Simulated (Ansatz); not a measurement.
**Al: a jump of N**

Computed with Ansatz, DFT PBE, scalar-relativistic, plane waves, PAW. Settings: 420 eV cutoff, 3×3×3 k-mesh, Gaussian smearing of 0.10 eV, no spin polarisation.

In a supercell of 27 host sites, interstitial N hops to an equivalent place, moving 2.04 Å between the relaxed ends. Climbing-image nudged elastic band at fixed cell with images 0 (start) to 6 (end), the path measured over all atoms, converged to 0.05 eV/Å; the order of the saddle wasn't checked, and the small cell leaves errors of about a tenth of an eV. At the top the atom squeezes straight between two others, where symmetry can hold a band on a ridge, so a bent path, such as one by way of a neighbouring hole, may have a much lower barrier.

Command:

```bash
ansatz run input.yaml --threads 4 --pin off --max-ram 10240MiB --backend cpu --events-out ev --progress --plain --runs-dir out
```

Input:

```yaml
crystal:
  lattice:
    - [-6.0624313821, -6.0624313821, 0.0]
    - [-6.0624313821, 0.0, -6.0624313821]
    - [0.0, -6.0624313821, -6.0624313821]
  atoms:
    - { symbol: Al, position: [0.6659547709, 0.6659532391, 0.6663366563] }
    - { symbol: Al, position: [0.3340282979, 0.6637042635, 0.6643658823] }
    - { symbol: Al, position: [0.002262467, 0.6635101594, 0.6644233183] }
    - { symbol: Al, position: [0.6631952698, 0.3341271032, 0.6643401556] }
    - { symbol: Al, position: [0.3332613581, 0.3330896217, 0.6647009718] }
    - { symbol: Al, position: [0.0024488356, 0.3340716411, 0.6643897634] }
    - { symbol: Al, position: [0.6633176965, 0.0024627205, 0.6643238366] }
    - { symbol: Al, position: [0.3340727174, 0.0022109914, 0.6643163564] }
    - { symbol: Al, position: [0.0049261227, 0.0053210075, 0.6489347795] }
    - { symbol: Al, position: [0.6633037586, 0.6636407173, 0.3345823081] }
    - { symbol: Al, position: [0.3333333333, 0.664253545, 0.3332829962] }
    - { symbol: Al, position: [0.0029250378, 0.6634459219, 0.3345110057] }
    - { symbol: Al, position: [0.6640852282, 0.3333348174, 0.3334264756] }
    - { symbol: Al, position: [0.3333532446, 0.3333333333, 0.3333333333] }
    - { symbol: Al, position: [-0.0036756805, 0.3349699099, 0.3361392214] }
    - { symbol: Al, position: [0.6634145623, 0.0025587266, 0.3345990689] }
    - { symbol: Al, position: [0.3349018921, -0.003244866, 0.3359963586] }
    - { symbol: Al, position: [-0.0037354452, -0.0030937209, 0.3361221676] }
    - { symbol: Al, position: [0.6636228176, 0.6638324477, 0.0025986569] }
    - { symbol: Al, position: [0.3341392043, 0.6637482542, 0.002643111] }
    - { symbol: Al, position: [0.0046588604, 0.6486227963, 0.0065166159] }
    - { symbol: Al, position: [0.6636421103, 0.3342062499, 0.0025666832] }
    - { symbol: Al, position: [0.3347135338, 0.3352466295, -0.0022509442] }
    - { symbol: Al, position: [-0.0038339051, 0.3352011523, -0.0021631149] }
    - { symbol: Al, position: [0.6480523123, 0.0051745243, 0.0057476048] }
    - { symbol: Al, position: [0.3347394458, -0.003326015, -0.0022855268] }
    - { symbol: Al, position: [0.0049418077, 0.0046408086, 0.006214154] }
    - { symbol: "N", position: [0.9154973184, 0.9162196651, 0.9164813112] }
basis:
  ecutwfc: 420
  xc_grid: 2
kpoints:
  mp_grid: { grid: [3, 3, 3], shift: [0.0, 0.0, 0.0] }
hamiltonian:
  xc: pbe
scf:
  occupations: { method: gaussian, width: 0.1 }
output:
  forces: true
neb:
  images: 5
  f_tol: 0.05
  max_iterations: 70
  order_check: false
  final_atoms:
    - { symbol: Al, position: [0.6640036414, 0.6650981079, 0.6676533848] }
    - { symbol: Al, position: [0.3356341177, 0.6659717021, 0.6620984437] }
    - { symbol: Al, position: [0.0022509442, 0.6652864662, 0.6677092191] }
    - { symbol: Al, position: [0.6654176919, 0.3366962414, 0.661526784] }
    - { symbol: Al, position: [0.3356598444, 0.3368047302, 0.6616625287] }
    - { symbol: Al, position: [-0.0057476048, 0.3519476877, 0.6589744414] }
    - { symbol: Al, position: [0.6638607786, 0.0036756805, 0.6674334508] }
    - { symbol: Al, position: [0.3510652205, -0.0049261227, 0.6591819097] }
    - { symbol: Al, position: [-0.0065166159, -0.0046588604, 0.6597982726] }
    - { symbol: Al, position: [0.6667170038, 0.6666666667, 0.3308698745] }
    - { symbol: Al, position: [0.3352990282, 0.6667386419, 0.3310519517] }
    - { symbol: Al, position: [0.0022855268, 0.6652605542, 0.329127904] }
    - { symbol: Al, position: [0.6665735244, 0.3359147718, 0.3308465212] }
    - { symbol: Al, position: [0.3356761634, 0.3366823035, 0.3301042536] }
    - { symbol: Al, position: [-0.0025986569, 0.3363771824, 0.3300539221] }
    - { symbol: Al, position: [0.6638778324, 0.0037354452, 0.3292930015] }
    - { symbol: Al, position: [0.3355766817, -0.002262467, 0.3301959448] }
    - { symbol: Al, position: [0.0021631149, 0.0038339051, 0.3292041323] }
    - { symbol: Al, position: [0.6666666667, 0.6666467554, 1.99112e-05] }
    - { symbol: Al, position: [0.3356836436, 0.6659272826, 0.0006000652] }
    - { symbol: Al, position: [-0.002643111, 0.6658607957, 0.0005305694] }
    - { symbol: Al, position: [0.6654009311, 0.3365854377, 0.0005723579] }
    - { symbol: Al, position: [0.3336633437, 0.3340452291, -0.0017553337] }
    - { symbol: Al, position: [-0.0025666832, 0.3363578897, 0.0004150434] }
    - { symbol: Al, position: [0.6654889943, -0.0029250378, 0.0008819653] }
    - { symbol: Al, position: [0.3356102366, -0.0024488356, 0.0009102402] }
    - { symbol: Al, position: [-0.006214154, -0.0049418077, 0.0157967703] }
    - { symbol: "N", position: [1.0835186888, 1.0845026816, 0.7481982946] }
```

Course of the band:

```csv
iteration,largest band force (eV/Å),climbing image,energies over image 0 (eV)
1,8.048,none,0.000 0.856 2.750 3.779 2.750 0.855 0.000
2,3.768,none,0.000 0.449 1.466 2.029 1.459 0.444 0.000
3,1.364,none,0.000 0.187 0.774 1.253 0.765 0.183 0.000
4,0.414,3,0.000 0.177 0.689 1.108 0.683 0.173 0.000
5,0.073,3,0.000 0.176 0.679 1.095 0.676 0.174 0.000
6,0.009,3,0.000 0.176 0.678 1.094 0.676 0.174 0.000
```

Final band:

```
image path (Å) E − E(0) (eV) N x (Å) N y (Å) N z (Å) force on N (eV/Å)
    0      0.00          0.000  -11.105  -11.106  -11.111               0.02
    1      0.44          0.176  -11.355  -11.108  -11.110               0.61
    2      0.88          0.678  -11.700  -11.107  -11.110               1.32
    3      1.32          1.094  -12.123  -11.106  -11.110               0.00
    4      1.76          0.676  -12.547  -11.106  -11.110               1.32
    5      2.20          0.174  -12.893  -11.105  -11.110               0.60
    6      2.64          0.000  -13.143  -11.105  -11.111               0.02
```

Barrier 1.09 eV. The run took 9.5 min on 4 threads of Arm Neoverse V1, on a shared host, peak memory 2.9 GiB.